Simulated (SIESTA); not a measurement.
Crystal: TiB2.

```
Ti B
1.0
     3.02920    0.00000    0.00000
    -1.51460    2.62336    0.00000
     0.00000    0.00000    3.22840
Ti B
1 2
Direct
  0.00000 0.00000 0.00000
  0.66667 0.33333 0.50000
  0.33333 0.66667 0.50000
```

Base run:

| Quantity | Value |
| --- | --- |
| Program | SIESTA 5.4.2 |
| Functional | vdW-DF-cx |
| Potentials or basis | PseudoDojo 0.4 standard (PBE files) |
| Basis | DZP (energy shift 0.003 Ry; two zetas on semicore shells) |
| Grid cutoff | 800 Ry |
| Energy shift | 0.003 Ry |
| k mesh | 10 × 10 × 8 |
| Occupations | fermi-dirac, width 0.05 eV |
| Spin | no spin polarisation |

Its results: band gap on the k mesh none (metal or under the smearing width); pressure -0.4 GPa.

Q: After a change of settings the same cell gave: band gap on the k mesh none (metal or under the smearing width); pressure 4.2 GPa. Which change was it?
A. functional from vdW-DF-cx to optB88-vdW
B. functional from vdW-DF-cx to vdW-DF2
C. functional from vdW-DF-cx to vdW-DF-C09
D. functional from vdW-DF-cx to vdW-DF

A: A.

Caveats: the potentials were made for another functional, which shifts forces and pressure; the basis of atomic orbitals isn't converged, which shifts pressures, moduli and gaps.

Runs at the PBE level aren't shown here.
